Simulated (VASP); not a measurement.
Set up this calculation in VASP 6.6.1, as the native input.

| Property | Result |
| --- | --- |
| Task | relaxation of cell and atoms |
| Functional | PBEsol |
| Potentials or basis | VASP PAW PBE potentials, release 64 (Zr_sv, C) |
| Cutoff | 600 eV |
| k mesh | 10 × 10 × 10 |
| Occupations | fermi-dirac, width 0.05 eV |
| Spin | no spin polarisation |
| Target pressure | 30 GPa |
| Further INCAR settings | ALGO = Fast; EDIFF = 1e-06; IBRION = 2; EDIFFG = -0.01; NSW = 60; ISIF = 3 |
| Target pressure | 30 GPa |

The structure of ZrC lies in POSCAR:

```
ZrC
1.0
    0.0000000000      2.3650000000      2.3650000000
    2.3650000000      0.0000000000      2.3650000000
    2.3650000000      2.3650000000      0.0000000000
Zr C
1 1
Direct
    0.5000000000      0.5000000000      0.5000000000
    0.0000000000      0.0000000000      0.0000000000
```

These files were run (other wordings do the same):

INCAR

```
ALGO = Fast
EDIFF = 1E-6
EDIFFG = -0.01
ENCUT = 600
GGA = PS
IBRION = 2
ISIF = 3
ISMEAR = -1
LASPH = True
LCHARG = False
LREAL = False
LWAVE = False
NELM = 60
NSW = 60
PREC = Accurate
PSTRESS = 300
SIGMA = 0.05
```

KPOINTS

```
k-points
0
Gamma
  10 10 10
```

Potentials or basis: VASP PAW PBE potentials, release 64 (Zr_sv, C).

Command:

```console
$ cat potpaw_PBE.64/Zr_sv/POTCAR potpaw_PBE.64/C/POTCAR > POTCAR
$ mpirun -np 1 vasp_std > vasp.out
```

It gave:

| Quantity | Value |
| --- | --- |
| Relaxed volume | 11.49 Å³/atom |
| Relaxed cell | a = 3.191 Å, b = 3.191 Å, c = 3.191 Å, α = 60.00°, β = 60.00°, γ = 60.00° |
| Space group after relaxing (to 0.05 Å) | Fm-3m (No. 225) |
| Energy change on relaxing (the enthalpy is what falls) | +94.7 meV/atom |
| Ionic steps | 5 |
| Pressure after relaxing | 30.0 GPa |
| Band gap on the k mesh | none (metal or under the smearing width) |

Caveat: the cell is relaxed towards a set pressure, so the enthalpy falls and the energy may rise; the PAW data sets were made with another functional, which shifts forces and pressure a little.

Wall time 2.4 min on 1 thread of Intel(R) Xeon(R) Platinum 8488C (Sapphire Rapids), on a shared host, peak memory 0.19 GiB.
